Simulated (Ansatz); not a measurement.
# ZnSe: equation of state, part 2 of 2

How stiff is ZnSe, and at what volume does the pressure vanish? The cell is scaled evenly, atoms carried along, and solved with LAPW, PAW and all-electron datasets made for the crystal.

Ansatz 0.2.0; DFT LDA; a database cell (COD). «Crystal datasets» are all-electron PAW datasets made for this crystal. Earlier steps stand in the parts before.

### Step 10. Volume × 1.01, crystal datasets

Input file input.yaml:

```yaml
crystal:
  lattice:
    - [0.0, 2.8432146871, 2.8432146871]
    - [2.8432146871, 0.0, 2.8432146871]
    - [2.8432146871, 2.8432146871, 0.0]
  atoms:
    - { symbol: Zn, position: [0.0, 0.0, 0.0] }
    - { symbol: Se, position: [0.75, 0.75, 0.75] }
kpoints:
  mp_grid: { grid: [8, 8, 8] }
scf:
  occupations: { method: fermi_dirac, width: 0.03 }
hamiltonian:
  xc: lda
  pseudopotentials: { kind: all_electron, datasets: crystal }
output:
  forces: true
  stress: true
  eigenvalues: true
  efg: { contact_densities: true }
```

On the command line:

```console
$ ansatz run input.yaml --threads 1 --pin off --max-ram 3072MiB --backend cpu --events-out ev --progress --plain --runs-dir out
```

The log of the run (excerpt; [...] marks lines left out):

```text
[...]
Pseudopotentials: kind: all_electron
Pseudopotential: Zn, paw, valence charge 12, recommended cutoff 220 eV (normal), Koelling and Harmon's equation, gaussian nucleus
Pseudopotential: Se, paw, valence charge 16, recommended cutoff 220 eV (normal), Koelling and Harmon's equation, gaussian nucleus
Functional definition: SPW92
[...]
Crystal: 2 atoms, lattice volume = 45.968 Å³
Basis set: ecut = 220 eV, 331 PW (Γ)
Bands: 13, of which v1, the nominal top of the filled ones, is band 9 counted from 1 (8 counted from 0)
Symmetry: 24 space group operations
Space group: F-43m (ITA 216), of the structure as read, at distance tolerance 3.6e-5 Å
k-points: 29 of 512 (time reversal used)
[...]
SCF iter   1: F=—  HF=-114841.914692 eV  |F-HF|=—  |Δ(HF+E_count)|=         —  Δρ=3.32e-2  dr2=8.05e-1  ethr=4.54e-3  ⟨swp⟩=3.0  Hψ=2207  notcnv=0
[...]
  atom   1  Zn    -0.00000000    -0.00000000     0.00000000
  atom   2  Se     0.00000000     0.00000000    -0.00000000
[...]
--- Stress (GPa, compression-positive) ---
       -3.918881      -0.000000       0.000000
       -0.000000      -3.918881       0.000000
        0.000000       0.000000      -3.918881
  P = ⅓ Tr σ = -3.9189 GPa (-39.189 kbar)
  It holds what live shells' own plane waves past their cutoff add
--- PAW observables at the nuclei: V_zz in 10²¹ V/m², potentials from the cell's mean, atoms counted from 1 ---
  atom   1  Zn V_zz =    +0.000000   η = 0.0000   by run symmetry: forbidden
            electrostatic potential = -3938.240632 V   contact ρ = 165813.011388 e/Å³
  atom   2  Se V_zz =    -0.000000   η = 0.0000   by run symmetry: forbidden
            electrostatic potential = -4705.700391 V   contact ρ = 261685.318511 e/Å³
--- Band table (eV; the first three rows and the last of 29) ---
  k-point 0: bands = ["-5.6789", "0.9577", "0.9577", "0.9577", "1.3095", "1.3095", "7.5785", "7.5785", "7.5785", "8.5710", "13.2979"]
[...]
```

Run time: 7.6 s. Hardware: 1 thread of Intel Xeon Platinum 8488C (Sapphire Rapids), shared host; peak memory 0.55 GiB.

This run gives: pressure -3.92 GPa; gap on the k mesh 0.99 eV.

### Step 11. Volume × 1.04, LAPW

Input file input.yaml:

```yaml
crystal:
  lattice:
    - [0.0, 2.8710911186, 2.8710911186]
    - [2.8710911186, 0.0, 2.8710911186]
    - [2.8710911186, 2.8710911186, 0.0]
  atoms:
    - { symbol: Zn, position: [0.0, 0.0, 0.0] }
    - { symbol: Se, position: [0.75, 0.75, 0.75] }
kpoints:
  mp_grid: { grid: [8, 8, 8] }
  band_path:
    path:
      - [0.0, 0.0, 0.0]
      - [-0.5, -0.5, 0.0]
      - [-0.375, -0.375, 0.25]
      - [-0.375, 0.0, 0.375]
      - [0.0, 0.0, 0.0]
      - [0.0, 0.0, 0.5]
      - [-0.5, -0.25, 0.25]
      - [-0.5, -0.5, 0.0]
    npoints: 5
scf:
  occupations: { method: fermi_dirac, width: 0.03 }
hamiltonian:
  xc: lda
  pseudopotentials: { kind: all_electron, lapw: { basis_error: 0.00025 } }
output:
  forces: true
  stress: true
  eigenvalues: true
```

On the command line:

```console
$ ansatz run input.yaml --threads 1 --pin off --max-ram 3072MiB --backend cpu --events-out ev --progress --plain --runs-dir out
```

The log of the run (excerpt; [...] marks lines left out):

```text
LAPW: plane waves up to 9.597 Å⁻¹, error target 2.5e-4 eV per atom; small_component_spin mean_spin; Zn in spheres of 1.261 Å, 20 of its electrons in bands, Dirac shells []; Se in spheres of 1.226 Å, 24 of its electrons in bands, Dirac shells []
[...]
[... 4 set-up lines as earlier in the session ...]
[...]
Crystal: 2 atoms, lattice volume = 47.334 Å³
Basis set: ecut = 350.91004614945564 eV, 725 PW (Γ), exchange–correlation at level 2
Bands: 27, of which v1, the nominal top of the filled ones, is band 22 counted from 1 (21 counted from 0)
[... 2 set-up lines as earlier in the session ...]
[...]
the basis was enlarged: its passes take 202.6 KiB over the memory plan, 1 of 1 planned eigensolver slots
[...]
SCF iter   7: F=-114841.582612 eV  HF=-114841.582612 eV  |F-HF|=2.29e-8  |Δ(HF+E_count)|=   1.45e-7  Δρ=6.41e-6  dr2=1.10e-8  ethr=2.01e-9  ⟨swp⟩=2.0  Hψ=2239  notcnv=0
[...]
NSCF: frozen V_eff on 36 k-points
SCF converged after 7 iterations
Free energy (F): -114841.582612 eV
[...]
E sigma→0 (E₀):  -114841.582612 eV
Fermi energy:    7.609555 eV
[...]
--- Forces (eV/Å), atoms counted from 1 ---
  atom   1  Zn     0.00000000    -0.00000000     0.00000000
  atom   2  Se    -0.00000000     0.00000000     0.00000000
[...]
--- Stress (GPa, compression-positive) ---
       -5.364061      -0.000000      -0.000000
       -0.000000      -5.364061       0.000000
       -0.000000       0.000000      -5.364061
  P = ⅓ Tr σ = -5.3641 GPa (-53.641 kbar)
--- Band table (eV; the first three rows and the last of 29) ---
[... band rows left out ...]
[...]
```

Wall time 17 s (1 thread of Intel Xeon Platinum 8488C (Sapphire Rapids), shared host); peak memory 0.37 GiB.

Result: pressure -5.36 GPa; gap 0.88 eV, direct at Γ.

### Step 12. Volume × 1.04, PAW

Input file input.yaml:

```yaml
crystal:
  lattice:
    - [0.0, 2.8710911186, 2.8710911186]
    - [2.8710911186, 0.0, 2.8710911186]
    - [2.8710911186, 2.8710911186, 0.0]
  atoms:
    - { symbol: Zn, position: [0.0, 0.0, 0.0] }
    - { symbol: Se, position: [0.75, 0.75, 0.75] }
kpoints:
  mp_grid: { grid: [8, 8, 8] }
scf:
  occupations: { method: fermi_dirac, width: 0.03 }
hamiltonian:
  xc: lda
  pseudopotentials: { kind: paw }
output:
  forces: true
  stress: true
  eigenvalues: true
  efg: { contact_densities: true }
```

On the command line:

```console
$ ansatz run input.yaml --threads 1 --pin off --max-ram 3072MiB --backend cpu --events-out ev --progress --plain --runs-dir out
```

The log of the run (excerpt; [...] marks lines left out):

```text
[...]
[... 4 set-up lines as earlier in the session ...]
[...]
Crystal: 2 atoms, lattice volume = 47.334 Å³
Basis set: ecut = 420 eV, 941 PW (Γ)
Bands: 18, of which v1, the nominal top of the filled ones, is band 14 counted from 1 (13 counted from 0)
[... 2 set-up lines as earlier in the session ...]
k-points: 29 of 512 (time reversal used)
[...]
SCF iter   1: F=—  HF=-8630.776391 eV  |F-HF|=—  |Δ(HF+E_count)|=         —  Δρ=5.27e-3  dr2=8.62e-3  ethr=1.77e-3  ⟨swp⟩=6.0  Hψ=2636  notcnv=0
[...]
  atom   1  Zn    -0.00000000     0.00000000     0.00000000
  atom   2  Se     0.00000000    -0.00000000    -0.00000000
[...]
--- Stress (GPa, compression-positive) ---
       -5.381152      -0.000000       0.000000
       -0.000000      -5.381152       0.000000
       -0.000000       0.000000      -5.381152
  P = ⅓ Tr σ = -5.3812 GPa (-53.812 kbar)
--- PAW observables at the nuclei: V_zz in 10²¹ V/m², potentials from the cell's mean, atoms counted from 1 ---
  atom   1  Zn V_zz =    +0.000000   η = 0.0000   by run symmetry: forbidden
            electrostatic potential = -3941.332385 V   contact ρ = 165744.031635 e/Å³
  atom   2  Se V_zz =    +0.000000   η = 0.0000   by run symmetry: forbidden
            electrostatic potential = -4708.831180 V   contact ρ = 261620.562151 e/Å³
--- Band table (eV; the first three rows and the last of 29) ---
  k-point 0: bands = ["-41.0487", "-41.0487", "-41.0487", "-41.0448", "-41.0448", "-7.1490", "-0.5957", "-0.5957", "-0.5957", "-0.2695", "-0.2695", "5.9292", "5.9292", "5.9292", "6.8073", "11.6520", "11.6520", "11.6520"]
[...]
```

Wall time 5.2 s (1 thread of Intel Xeon Platinum 8488C (Sapphire Rapids), shared host); peak memory 0.42 GiB.

Result: pressure -5.38 GPa; gap on the k mesh 0.88 eV.

### Step 13. Volume × 1.04, crystal datasets

input.yaml: that of step 12 with these lines changed.

```diff
@@ -14,3 +14,3 @@
   xc: lda
-  pseudopotentials: { kind: paw }
+  pseudopotentials: { kind: all_electron, datasets: crystal }
 output:
```

On the command line:

```console
$ ansatz run input.yaml --threads 1 --pin off --max-ram 3072MiB --backend cpu --events-out ev --progress --plain --runs-dir out
```

The log of the run (excerpt; [...] marks lines left out):

```text
[...]
[... 4 set-up lines as earlier in the session ...]
[...]
Crystal: 2 atoms, lattice volume = 47.334 Å³
Basis set: ecut = 220 eV, 339 PW (Γ)
Bands: 13, of which v1, the nominal top of the filled ones, is band 9 counted from 1 (8 counted from 0)
[... 2 set-up lines as earlier in the session ...]
k-points: 29 of 512 (time reversal used)
[...]
SCF iter   1: F=—  HF=-114841.873607 eV  |F-HF|=—  |Δ(HF+E_count)|=         —  Δρ=3.24e-2  dr2=8.17e-1  ethr=4.55e-3  ⟨swp⟩=3.1  Hψ=2224  notcnv=0
[...]
  atom   1  Zn    -0.00000000    -0.00000000    -0.00000000
  atom   2  Se     0.00000000     0.00000000    -0.00000000
[...]
--- Stress (GPa, compression-positive) ---
       -5.364859      -0.000000      -0.000000
       -0.000000      -5.364859       0.000000
       -0.000000       0.000000      -5.364859
  P = ⅓ Tr σ = -5.3649 GPa (-53.649 kbar)
  It holds what live shells' own plane waves past their cutoff add
--- PAW observables at the nuclei: V_zz in 10²¹ V/m², potentials from the cell's mean, atoms counted from 1 ---
  atom   1  Zn V_zz =    -0.000000   η = 0.0000   by run symmetry: forbidden
            electrostatic potential = -3937.865493 V   contact ρ = 165812.544702 e/Å³
  atom   2  Se V_zz =    +0.000000   η = 0.0000   by run symmetry: forbidden
            electrostatic potential = -4705.319343 V   contact ρ = 261686.296488 e/Å³
--- Band table (eV; the first three rows and the last of 29) ---
  k-point 0: bands = ["-5.9252", "0.6301", "0.6301", "0.6301", "0.9567", "0.9567", "7.1532", "7.1532", "7.1532", "8.0315", "12.8769"]
[...]
```

Run time: 6.9 s. Hardware: 1 thread of Intel Xeon Platinum 8488C (Sapphire Rapids), shared host; peak memory 0.55 GiB.

In short: pressure -5.36 GPa; gap on the k mesh 0.88 eV.

### Step 14. All volumes together

```
          method  volume (Å³/atom)  F above the lowest (meV/atom)  pressure (GPa)  gap on the k mesh (eV)
            LAPW            21.391                            0.0            0.63                    1.29
            LAPW            22.301                            4.8           -2.19                    1.11
            LAPW            22.984                           17.9           -3.92                    0.99
            LAPW            23.667                           37.8           -5.36                    0.88
             PAW            21.391                            0.0            0.61                    1.28
             PAW            22.301                            4.9           -2.21                    1.11
             PAW            22.984                           18.1           -3.94                    0.99
             PAW            23.667                           38.0           -5.38                    0.88
crystal datasets            21.391                              –            0.63                    1.29
crystal datasets            22.301                              –           -2.19                    1.11
crystal datasets            22.984                              –           -3.92                    0.99
crystal datasets            23.667                              –           -5.36                    0.88
```

### Step 15. Summary of results

What follows sums up all 2 parts.

| quantity | value |
| --- | --- |
| equilibrium volume (LAPW) | 21.577 Å³/atom |
| bulk modulus (LAPW) | 72 GPa |
| its pressure derivative (LAPW) | 4.6 |
| equilibrium volume (PAW) | 21.571 Å³/atom |
| bulk modulus (PAW) | 72 GPa |
| its pressure derivative (PAW) | 4.6 |
| equilibrium volume (crystal datasets) | 21.577 Å³/atom |
| bulk modulus (crystal datasets) | 72 GPa |
| its pressure derivative (crystal datasets) | 4.6 |

In words: A third-order Birch-Murnaghan fit to the LAPW pressures puts zero pressure at 21.58 Å³/atom, -5.2 % from the given cell, with a bulk modulus of 72 GPa. PAW's volume lies -0.03 % and its modulus less than 0.1 % from LAPW's. The gap goes from 1.29 eV at the smallest volume to 0.88 eV at the largest. No thermal or zero-point expansion is included.

The gaps are Kohn-Sham values of a semilocal functional, not quasiparticle or optical gaps. Such gaps usually fall short of the measured ones.
